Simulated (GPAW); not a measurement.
# Ge (Fd-3m) in GPAW: notebook

The runs below take Ge through G0W0 quasiparticle levels, with AM05.

Everything below comes from runs of GPAW 26.7.0. Logs are shortened: lines on timing, memory, paths and dates and some standing lists are left out, and cuts for length are marked. The log counts tension as positive stress, the text compression.

### Step 1. The structure

The structure is cubic, space group Fd-3m (No. 227). Conventional cell: a = 5.658 Å, b = 5.658 Å, c = 5.658 Å, α = 90.00°, β = 90.00°, γ = 90.00°. Around Ge (site symmetry -43m) lie 4 Ge at 2.45 Å.

### Step 2. G0W0 quasiparticle levels, AM05

run.py

```python
import json
import numpy as np
from ase.dft.bandgap import bandgap
from ase.io import read, write
from gpaw import GPAW, PW, setup_paths
from gpaw.response.g0w0 import G0W0

setup_paths.insert(0, '.')

atoms = read('Ge.xyz')

calc = GPAW(mode=PW(450),
            xc='AM05',
            kpts={'size': (4, 4, 4), 'gamma': True},
            occupations={'name': 'fermi-dirac', 'width': 0.001},
            nbands=11,
            convergence={'density': 1e-06},
            maxiter=150,
            txt='gpaw.txt')
atoms.calc = calc
energy = atoms.get_potential_energy()
calc.write('gs.gpw')
write('result.traj', atoms)
print(f'Energy: {energy:.6f} eV')
print('Fermi level:', round(calc.get_fermi_level(), 4), 'eV')
print(f'Gap: {bandgap(calc)[0]:.4f} eV, direct: {bandgap(calc, direct=True)[0]:.4f} eV')

calc.diagonalize_full_hamiltonian(nbands=106)
calc.write('full.gpw', mode='all')

ibz = calc.get_ibz_k_points()
gap, vbm, cbm = bandgap(calc, output=None)
gap, direct, _ = bandgap(calc, direct=True, output=None)
gamma = int(np.abs(ibz).sum(1).argmin())
kpts = sorted({gamma, vbm[1], cbm[1], direct[1]})
gw = G0W0(calc='full.gpw',
          filename='gw',
          ecut=100,
          ecut_extrapolation=True,
          relbands=(-2, 2),
          kpts=kpts,
          integrate_gamma='WS',
          ppa=True)
gw.calculate()
results = {mode: {key: np.asarray(r[key]).tolist() for key in ['f', 'eps', 'vxc', 'exx', 'sigma', 'Z', 'qp', 'sigma_eskn']}
           for mode, r in gw.all_results.items()}
json.dump({'kpts': ibz[kpts].tolist(), 'results': results}, open('gw.json', 'w'))
for mode, r in results.items():
    f, qp = np.array(r['f']), np.array(r['qp'])
    print(mode, 'quasiparticle energies (eV):')
    print(qp.round(3))
    print(mode, 'gap:', round(qp[f < 0.5].min() - qp[f > 0.5].max(), 4), 'eV')
```

Ge.xyz

```xyz
2
Lattice="0.0000000000 2.8289100000 2.8289100000 2.8289100000 0.0000000000 2.8289100000 2.8289100000 2.8289100000 0.0000000000" Properties=species:S:1:pos:R:3 pbc="T T T"
Ge     4.2433650000      4.2433650000      4.2433650000
Ge     2.8289100000      2.8289100000      2.8289100000
```

Potentials or basis: PAW data sets generated in the run's folder for this functional, pw.

Command:

```
> gpaw-setup -x -f AM05 Ge
> OMP_NUM_THREADS=1 python run.py
```

gpaw.txt:

```text
__  _  _
 | _ |_)|_||  |
 |__||  | ||/\| - 26.7.0

Input parameters:
  mode=PW(ecut=450.00000000000006),
  convergence={'density': 1e-06},
  kpts=MonkhorstPack(size=(4, 4, 4), gamma=True),
  maxiter=150,
  nbands=11,
  occupations=Occupations(name='fermi-dirac', width=0.001),
  xc=XC(name='AM05')

Diagonalizing LCAO Hamiltonian
Converting LCAO to pw mode

           Ge

       Ge

Atoms  # Å, Bohr magnetons
|   | symbol |        x |        y |        z |    initial magnetic moments |
|---|--------|----------|----------|----------|-----------------------------|
| 0 |     Ge | 4.243365 | 4.243365 | 4.243365 | ( 0.0000,  0.0000,  0.0000) |
| 1 |     Ge | 2.828910 | 2.828910 | 2.828910 | ( 0.0000,  0.0000,  0.0000) |

Unit cell  # Å
| periodic |        x |        y |        z |  lengths |    angles |
|----------|----------|----------|----------|----------|-----------|
|      yes | 0.000000 | 2.828910 | 2.828910 | 4.000683 | 60.000000 |
|      yes | 2.828910 | 0.000000 | 2.828910 | 4.000683 | 60.000000 |
|      yes | 2.828910 | 2.828910 | 0.000000 | 4.000683 | 60.000000 |

Number of symmetries: 24
Symmetry operations  # r_c * U_cc + t_c -> r_c
|    | kind |            matrix            |
|----|------|------------------------------|
|  0 |  E   |  1, 0, 0,  0, 1, 0,  0, 0, 1 |
|  1 |  σ   |  1, 0, 0,  0, 0, 1,  0, 1, 0 |
|  2 |  σ   |  1, 0,-1,  0, 1,-1,  0, 0,-1 |
|  3 |  C3  |  1, 0,-1,  0, 0,-1,  0, 1,-1 |
|  4 |  C3  |  1,-1, 0,  0,-1, 1,  0,-1, 0 |
|  5 |  σ   |  1,-1, 0,  0,-1, 0,  0,-1, 1 |
|  6 |  σ   |  0, 1, 0,  1, 0, 0,  0, 0, 1 |
|  7 |  C3  |  0, 1, 0,  0, 0, 1,  1, 0, 0 |
|  8 |  C2  |  0, 1,-1,  1, 0,-1,  0, 0,-1 |
|  9 |  S4  |  0, 1,-1,  0, 0,-1,  1, 0,-1 |
| 10 |  C3  |  0, 0, 1,  1, 0, 0,  0, 1, 0 |
| 11 |  σ   |  0, 0, 1,  0, 1, 0,  1, 0, 0 |
| 12 |  S4  |  0, 0,-1,  1, 0,-1,  0, 1,-1 |
| 13 |  C3  |  0, 0,-1,  0, 1,-1,  1, 0,-1 |
| 14 |  S4  |  0,-1, 1,  1,-1, 0,  0,-1, 0 |
| 15 |  C2  |  0,-1, 1,  0,-1, 0,  1,-1, 0 |
| 16 |  C3  |  0,-1, 0,  1,-1, 0,  0,-1, 1 |
| 17 |  S4  |  0,-1, 0,  0,-1, 1,  1,-1, 0 |
| 18 |  S4  | -1, 1, 0, -1, 0, 1, -1, 0, 0 |
| 19 |  C3  | -1, 1, 0, -1, 0, 0, -1, 0, 1 |
| 20 |  C3  | -1, 0, 1, -1, 1, 0, -1, 0, 0 |
| 21 |  S4  | -1, 0, 1, -1, 0, 0, -1, 1, 0 |
| 22 |  σ   | -1, 0, 0, -1, 1, 0, -1, 0, 1 |
| 23 |  C2  | -1, 0, 0, -1, 0, 1, -1, 1, 0 |

BZ-sampling:
  Number of BZ points: 64
  Number of IBZ points: 8

  Monkhorst-Pack size: [4, 4, 4]
  Monkhorst-Pack shift: [0.125, 0.125, 0.125]

K-points  # in reciprocal-cell coordinates
|   |                                coordinates |     weight |
|---|--------------------------------------------|------------|
| 0 | (  0.00000000,   0.00000000,   0.00000000) | 0.01562500 |
| 1 | (  0.25000000,   0.25000000,   0.00000000) | 0.09375000 |
| 2 | (  0.25000000,   0.25000000,   0.25000000) | 0.12500000 |
| 3 | (  0.50000000,   0.25000000,  -0.25000000) | 0.09375000 |
| 4 | (  0.50000000,   0.25000000,   0.25000000) | 0.18750000 |
| 5 | (  0.50000000,   0.50000000,   0.00000000) | 0.04687500 |
| 6 | (  0.50000000,   0.50000000,   0.25000000) | 0.37500000 |
| 7 | (  0.50000000,   0.50000000,   0.50000000) | 0.06250000 |

Plane wave coefficients: 992
Cutoff: 450.00000000000006 eV

Spin-components: 1 (collinear spins)
Bands:           11
Projectors:      10
Spin-degeneracy: 2
Datatype:        complex128

Parallelization:
  kpt:    1
  domain: 1
  band:   1

Density:
  Valence electrons: 8.0
  Components: 1
  Grid points: [20 20 20]
  Charge: 0.0  # |e|

Potential:
  Grid points: [20 20 20]

species:
  Ge:
    name:    Germanium
    Z:       32.0
    valence: 4
    core:    28
    charge:  0.0  # [|e|]
    compensation charges:
      type: gauss
      rc: 0.32  # [Å]
      lmax: 2
    cutoffs:
      filter: 1.77  # [Å]
      core: 3.42  # [Å]
    projectors
    | kind |    occ | energy [eV] | rcut [Å] |
    |------|--------|-------------|----------|
    |   4s |  2.000 |     -11.693 |    1.005 |
    |   4p |  2.000 |      -3.855 |    1.005 |
    |    s |        |      15.518 |    1.005 |
    |    p |        |      23.357 |    1.005 |
    |    d |        |       0.000 |    1.005 |

    Using partial waves for Ge as LCAO basis

Reference energy: -114044.518003  # eV

eigensolver:
  PPCG
  Converge bands: occupied
  niter=2

density mixing:
  MSR1-Mixer
  Pratt-step length: 0.05
  Maximum mixing coefficient: 0.75
  Old densities: 10
  SVD Regularization: 0.005
  Good broyden scale: 1.0
  Trust region scale: 1.0
  Backstep threshold: 4.0
  History deletion threshold: 6.0
  Fourier metric: weight=20.0, sigma=0.015

occupation numbers:
  Fermi-Dirac:
    width: 0.0010  # eV

poisson solver:
  ecut: 3600.0000000000005  # eV

xc functional:
  name: AM05 with 2 nearest neighbor stencil

convergence criteria:
- Maximum integral of absolute [dens]ity change: 1e-06 electrons / valence electron
- Maximum [total energy] change in last 3 cyles: 0.0005 eV / valence electron
- Maximum integral of absolute [eigenst]ate change: 4e-08 eV^2 / valence electron
maximum number of iterations: 150

SCF iterations
|iter     | |      energy | eigst |  dens |
|---------|-|-------------|-------|-------|
|iter:   1| |   -9.157394 | -0.48 |       |
|iter:   2| |   -9.151852 | -2.72 | -0.88 |
|iter:   3| |   -9.102641 | -2.53 | -0.90 |
|iter:   4| |   -9.102550 | -3.41 | -1.50 |
|iter:   5| |   -9.102679c| -5.02 | -2.44 |
|iter:   6| |   -9.102688c| -6.54 | -3.08 |
|iter:   7| |   -9.102688c| -7.67c| -3.78 |
|iter:   8| |   -9.102688c| -8.08c| -4.80 |
|iter:   9| |   -9.102688c| -8.57c| -5.31 |
|iter:  10| |   -9.102688c| -9.67c| -6.07c|

Converged in 10 steps
Energy contributions relative to reference atoms: (reference = -114044.518003)

Energy contributions:
  Kinetic:          24.589243
  Coulomb:         -21.583108
  Zero:              0.004480
  External:          0.000000
  Xc:              -12.113304
  Entropy:          -0.000000
  Spinorbit:         0.000000
  ----------------------------
  Free energy:      -9.102688
  Extrapolated:     -9.102688

dipole moment: (3.688312, 3.688312, 3.688312)  # |e|*Ang

Fermi level: 5.968
Eigenvalues  # (at kpt = [0.000, 0.000, 0.000])
| band index |      eig [eV] | occ [0-2] |
|------------|---------------|-----------|
|          0 |        -6.817 |     2.000 |
|          1 |         5.941 |     2.000 |
|          2 |         5.941 |     2.000 |
|          3 |         5.941 |     2.000 |
|          4 |         6.028 |     0.000 |
|          5 |         8.468 |     0.000 |
|          6 |         8.468 |     0.000 |
|          7 |         8.468 |     0.000 |
|          8 |        12.419 |     0.000 |
|          9 |        15.290 |     0.000 |
|         10 |        15.291 |     0.000 |

Gap: 0.087 eV
Transition (v -> c):
  (s=0, k=0, n=3, [0.00, 0.00, 0.00]) -> (s=0, k=0, n=4, [0.00, 0.00, 0.00])
No difference between direct/indirect transitions
# Writing to gs.gpw (mode='')

Matrix size: 992x992
# Writing to full.gpw (mode='all')
```

stdout:

```text
Energy: -9.102688 eV
Fermi level: 5.9683 eV
Gap: 0.0871 eV, direct: 0.0871 eV
IBZ(<points: 8, symmetries: 24>)
Occupied bands: 4
Calculating eigenvalues:
  k-points: 1
  Bands: 2-5 (inclusive)
HSE06-eigenvalue shifts:
  min: -1.160 eV
  ave: 1.578 eV
  max: 4.386 eV
GW quasiparticle energies (eV):
[[[5.451 5.451 6.698 8.502]]]
GW gap: 1.2467 eV
```

gw.w.txt:

```text
FrequencyGridDescriptor(from 0.000+0.000j to 0.000+27.211j eV, 2 points)
FrequencyGridDescriptor(from 0.000+0.000j to 0.000+27.211j eV, 2 points)

BZ k-points: Symmetries present (total): 24

64 k-points: 4 x 4 x 4 Monkhorst-Pack grid + [1/8,1/8,1/8]
8 k-points in the irreducible part of the Brillouin zone
       k-points in crystal coordinates                weights
[... 133 lines left out ...]
sigma:   Self-energies [eV]
dsigma:  Self-energy derivatives
Z:       Renormalization factors
qp:      QP-energies [eV]

k-point 0 (0): (0.000, 0.000, 0.000)                GW
band       f     eps     vxc     exx   sigma  dsigma       Z      qp
                                                                   GW
   2   1.000   5.941 -14.252 -15.412   0.544  -0.257   0.796   5.451
   3   1.000   5.941 -14.252 -15.412   0.544  -0.257   0.796   5.451
   4   0.000   6.028 -17.213 -12.827  -3.542  -0.261   0.793   6.698
   5   0.000   8.468 -12.497  -8.251  -4.202  -0.265   0.790   8.502
```

Wall time 47 s (1 thread of Arm Neoverse V2, shared host); peak memory 0.25 GiB.

What came out:

- Free energy: -9.1027 eV
- Band gap on the k mesh, mean-field level: 0.09 eV, direct
- Quasiparticle gap: 1.25 eV
- Least direct quasiparticle gap: 1.25 eV

Caveat: the k mesh is coarse (spacing up to 0.48 Å⁻¹), so the values aren't converged; the quasiparticle gap is taken among the few k points that were corrected; the long-wavelength limit can be off by a per cent or two.

### Step 3. G0W0 quasiparticle levels, AM05

run.py: that of step 2 with these lines changed.

```diff
@@ -13,3 +13,3 @@
             xc='AM05',
-            kpts={'size': (4, 4, 4), 'gamma': True},
+            kpts={'size': (5, 5, 5), 'gamma': True},
             occupations={'name': 'fermi-dirac', 'width': 0.001},
```

Ge.xyz is that of step 2.

Potentials or basis: PAW data sets generated in the run's folder for this functional, pw.

Command:

```
> gpaw-setup -x -f AM05 Ge
> OMP_NUM_THREADS=1 python run.py
```

gpaw.txt:

```text
__  _  _
 | _ |_)|_||  |
 |__||  | ||/\| - 26.7.0

Input parameters:
  mode=PW(ecut=450.00000000000006),
  convergence={'density': 1e-06},
  kpts=MonkhorstPack(size=(5, 5, 5), gamma=True),
  maxiter=150,
  nbands=11,
  occupations=Occupations(name='fermi-dirac', width=0.001),
  xc=XC(name='AM05')

Diagonalizing LCAO Hamiltonian
Converting LCAO to pw mode

           Ge

       Ge

Atoms  # Å, Bohr magnetons
|   | symbol |        x |        y |        z |    initial magnetic moments |
|---|--------|----------|----------|----------|-----------------------------|
| 0 |     Ge | 4.243365 | 4.243365 | 4.243365 | ( 0.0000,  0.0000,  0.0000) |
| 1 |     Ge | 2.828910 | 2.828910 | 2.828910 | ( 0.0000,  0.0000,  0.0000) |

Unit cell  # Å
| periodic |        x |        y |        z |  lengths |    angles |
|----------|----------|----------|----------|----------|-----------|
|      yes | 0.000000 | 2.828910 | 2.828910 | 4.000683 | 60.000000 |
|      yes | 2.828910 | 0.000000 | 2.828910 | 4.000683 | 60.000000 |
|      yes | 2.828910 | 2.828910 | 0.000000 | 4.000683 | 60.000000 |

Number of symmetries: 24
Symmetry operations  # r_c * U_cc + t_c -> r_c
|    | kind |            matrix            |
|----|------|------------------------------|
|  0 |  E   |  1, 0, 0,  0, 1, 0,  0, 0, 1 |
|  1 |  σ   |  1, 0, 0,  0, 0, 1,  0, 1, 0 |
|  2 |  σ   |  1, 0,-1,  0, 1,-1,  0, 0,-1 |
|  3 |  C3  |  1, 0,-1,  0, 0,-1,  0, 1,-1 |
|  4 |  C3  |  1,-1, 0,  0,-1, 1,  0,-1, 0 |
|  5 |  σ   |  1,-1, 0,  0,-1, 0,  0,-1, 1 |
|  6 |  σ   |  0, 1, 0,  1, 0, 0,  0, 0, 1 |
|  7 |  C3  |  0, 1, 0,  0, 0, 1,  1, 0, 0 |
|  8 |  C2  |  0, 1,-1,  1, 0,-1,  0, 0,-1 |
|  9 |  S4  |  0, 1,-1,  0, 0,-1,  1, 0,-1 |
| 10 |  C3  |  0, 0, 1,  1, 0, 0,  0, 1, 0 |
| 11 |  σ   |  0, 0, 1,  0, 1, 0,  1, 0, 0 |
| 12 |  S4  |  0, 0,-1,  1, 0,-1,  0, 1,-1 |
| 13 |  C3  |  0, 0,-1,  0, 1,-1,  1, 0,-1 |
| 14 |  S4  |  0,-1, 1,  1,-1, 0,  0,-1, 0 |
| 15 |  C2  |  0,-1, 1,  0,-1, 0,  1,-1, 0 |
| 16 |  C3  |  0,-1, 0,  1,-1, 0,  0,-1, 1 |
| 17 |  S4  |  0,-1, 0,  0,-1, 1,  1,-1, 0 |
| 18 |  S4  | -1, 1, 0, -1, 0, 1, -1, 0, 0 |
| 19 |  C3  | -1, 1, 0, -1, 0, 0, -1, 0, 1 |
| 20 |  C3  | -1, 0, 1, -1, 1, 0, -1, 0, 0 |
| 21 |  S4  | -1, 0, 1, -1, 0, 0, -1, 1, 0 |
| 22 |  σ   | -1, 0, 0, -1, 1, 0, -1, 0, 1 |
| 23 |  C2  | -1, 0, 0, -1, 0, 1, -1, 1, 0 |

BZ-sampling:
  Number of BZ points: 125
  Number of IBZ points: 10

  Monkhorst-Pack size: [5, 5, 5]
  Monkhorst-Pack shift: [0, 0, 0]

K-points  # in reciprocal-cell coordinates
|   |                                coordinates |     weight |
|---|--------------------------------------------|------------|
| 0 | (  0.00000000,   0.00000000,   0.00000000) | 0.00800000 |
| 1 | (  0.20000000,   0.20000000,   0.00000000) | 0.04800000 |
| 2 | (  0.20000000,   0.20000000,   0.20000000) | 0.06400000 |
| 3 | (  0.40000000,   0.20000000,  -0.20000000) | 0.19200000 |
| 4 | (  0.40000000,   0.20000000,   0.20000000) | 0.09600000 |
| 5 | (  0.40000000,   0.40000000,  -0.40000000) | 0.19200000 |
| 6 | (  0.40000000,   0.40000000,  -0.20000000) | 0.09600000 |
| 7 | (  0.40000000,   0.40000000,   0.00000000) | 0.04800000 |
| 8 | (  0.40000000,   0.40000000,   0.20000000) | 0.19200000 |
| 9 | (  0.40000000,   0.40000000,   0.40000000) | 0.06400000 |

Plane wave coefficients: 990
Cutoff: 450.00000000000006 eV

Spin-components: 1 (collinear spins)
Bands:           11
Projectors:      10
Spin-degeneracy: 2
Datatype:        complex128

Parallelization:
  kpt:    1
  domain: 1
  band:   1

Density:
  Valence electrons: 8.0
  Components: 1
  Grid points: [20 20 20]
  Charge: 0.0  # |e|

Potential:
  Grid points: [20 20 20]

species:
  Ge:
    name:    Germanium
    Z:       32.0
    valence: 4
    core:    28
    charge:  0.0  # [|e|]
    compensation charges:
      type: gauss
      rc: 0.32  # [Å]
      lmax: 2
    cutoffs:
      filter: 1.77  # [Å]
      core: 3.42  # [Å]
    projectors
    | kind |    occ | energy [eV] | rcut [Å] |
    |------|--------|-------------|----------|
    |   4s |  2.000 |     -11.693 |    1.005 |
    |   4p |  2.000 |      -3.855 |    1.005 |
    |    s |        |      15.518 |    1.005 |
    |    p |        |      23.357 |    1.005 |
    |    d |        |       0.000 |    1.005 |

    Using partial waves for Ge as LCAO basis

Reference energy: -114044.518003  # eV

eigensolver:
  PPCG
  Converge bands: occupied
  niter=2

density mixing:
  MSR1-Mixer
  Pratt-step length: 0.05
  Maximum mixing coefficient: 0.75
  Old densities: 10
  SVD Regularization: 0.005
  Good broyden scale: 1.0
  Trust region scale: 1.0
  Backstep threshold: 4.0
  History deletion threshold: 6.0
  Fourier metric: weight=20.0, sigma=0.015

occupation numbers:
  Fermi-Dirac:
    width: 0.0010  # eV

poisson solver:
  ecut: 3600.0000000000005  # eV

xc functional:
  name: AM05 with 2 nearest neighbor stencil

convergence criteria:
- Maximum integral of absolute [dens]ity change: 1e-06 electrons / valence electron
- Maximum [total energy] change in last 3 cyles: 0.0005 eV / valence electron
- Maximum integral of absolute [eigenst]ate change: 4e-08 eV^2 / valence electron
maximum number of iterations: 150

SCF iterations
|iter     | |      energy | eigst |  dens |
|---------|-|-------------|-------|-------|
|iter:   1| |   -9.312338 | -0.49 |       |
|iter:   2| |   -9.307553 | -2.72 | -0.89 |
|iter:   3| |   -9.262346 | -2.58 | -0.92 |
|iter:   4| |   -9.261914 | -3.44 | -1.52 |
|iter:   5| |   -9.262015c| -5.07 | -2.46 |
|iter:   6| |   -9.262022c| -6.60 | -3.11 |
|iter:   7| |   -9.262023c| -7.73c| -3.78 |
|iter:   8| |   -9.262023c| -8.09c| -4.80 |
|iter:   9| |   -9.262023c| -8.82c| -5.37 |
|iter:  10| |   -9.262023c| -9.85c| -6.17c|

Converged in 10 steps
Energy contributions relative to reference atoms: (reference = -114044.518003)

Energy contributions:
  Kinetic:          24.578966
  Coulomb:         -21.816394
  Zero:              0.003874
  External:          0.000000
  Xc:              -12.028468
  Entropy:          -0.000000
  Spinorbit:         0.000000
  ----------------------------
  Free energy:      -9.262023
  Extrapolated:     -9.262023

dipole moment: (3.696210, 3.696210, 3.696210)  # |e|*Ang

Fermi level: 5.938
Eigenvalues  # (at kpt = [0.000, 0.000, 0.000])
| band index |      eig [eV] | occ [0-2] |
|------------|---------------|-----------|
|          0 |        -6.840 |     2.000 |
|          1 |         5.916 |     2.000 |
|          2 |         5.916 |     2.000 |
|          3 |         5.916 |     2.000 |
|          4 |         6.001 |     0.000 |
|          5 |         8.454 |     0.000 |
|          6 |         8.454 |     0.000 |
|          7 |         8.454 |     0.000 |
|          8 |        12.375 |     0.000 |
|          9 |        15.278 |     0.000 |
|         10 |        15.280 |     0.000 |

Gap: 0.085 eV
Transition (v -> c):
  (s=0, k=0, n=3, [0.00, 0.00, 0.00]) -> (s=0, k=0, n=4, [0.00, 0.00, 0.00])
No difference between direct/indirect transitions
# Writing to gs.gpw (mode='')

Matrix size: 990x990
# Writing to full.gpw (mode='all')
```

stdout:

```text
Energy: -9.262023 eV
Fermi level: 5.9383 eV
Gap: 0.0852 eV, direct: 0.0852 eV
IBZ(<points: 10, symmetries: 24>)
Occupied bands: 4
Calculating eigenvalues:
  k-points: 1
  Bands: 2-5 (inclusive)
HSE06-eigenvalue shifts:
  min: -0.965 eV
  ave: 1.596 eV
  max: 4.191 eV
GW quasiparticle energies (eV):
[[[5.453 5.453 6.646 8.481]]]
GW gap: 1.1927 eV
```

Wall time 83 s (1 thread of Arm Neoverse V2, shared host); peak memory 0.29 GiB.

Results:

```yaml
Free_energy: -9.2620 eV
Band_gap_on_the_k_mesh_mean-field_level: 0.09 eV, direct
Quasiparticle_gap: 1.19 eV
Least_direct_quasiparticle_gap: 1.19 eV
```

Caveat: the k mesh is coarse; the quasiparticle gap is taken among the few k points that were corrected; the long-wavelength limit can be off by a per cent or two; an odd mesh through Γ misses points on the zone boundary, where band edges often lie.

### Step 4. Against experiment

Step 3. The gap isn't set beside the measured one, since this odd mesh misses points on the zone boundary.
